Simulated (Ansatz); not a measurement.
**Co under changes of volume**

One of the cells (10.886 Å³/atom); the others are scaled copies at fixed shape and fractional positions:

```xyz
2
Lattice="2.4874 0.0000 0.0000 -1.2437 2.1541 0.0000 0.0000 0.0000 4.0633" Properties=species:S:1:pos:R:3 pbc="T T T"
Co    0.0000    1.4361    3.0074
Co    1.2437    0.7180    1.0559
```

* Program: Ansatz 0.2.0
* Functional: PBE
* Potentials or basis: all-electron LAPW, scalar-relativistic
* Cutoff: 353 eV (chosen from the basis error)
* Basis error allowed: 0.0005 eV/atom
* k mesh: 12 × 12 × 7
* Occupations: fermi-dirac, width 0.05 eV
* Spin: collinear spin, ferromagnetic start
* Starting moments: [2.0, 2.0] μB

| volume (Å³/atom) | energy over the lowest point (meV/atom) | pressure (GPa) | moment (μB per cell) | largest force (eV/Å) |
| --- | --- | --- | --- | --- |
| 10.233 | 31.78 | 15.6 | 3.13 | 0.723 |
| 10.450 | ? | ? | ? | ? |
| 10.668 | 3.96 | 5.1 | 3.24 | 0.559 |
| 10.886 | 0.00 | 0.7 | 3.27 | 0.489 |
| 11.103 | 1.75 | -3.3 | 3.31 | 0.425 |
| 11.321 | 8.71 | -6.9 | 3.34 | 0.367 |
| 11.539 | 20.43 | -10.2 | 3.36 | 0.314 |

Problem. What does the run at 10.450 Å³/atom give?

Solution. Energy over the lowest point 14.35 meV/atom; pressure 10.1 GPa; moment 3.19 μB per cell; largest force 0.637 eV/Å.

Worked out: A Birch-Murnaghan fit of order 3 (a polynomial in V^(-2/3)) to the other rows has its minimum at 10.92 Å³/atom with B0 = V·E''(V) = 209 GPa and B' = 4.1 at fixed shape and positions, which overstates the stiffness. It gives 14.37 meV/atom at 10.450 Å³/atom, against the run's 14.35, and -dE/dV = 10.2 GPa, against 10.1. A parabola through the other rows of the moment, of slope 0.237 μB per Å³/atom there, gives 3.19 μB, against the run's 3.19.

Energies are extrapolated to zero smearing.
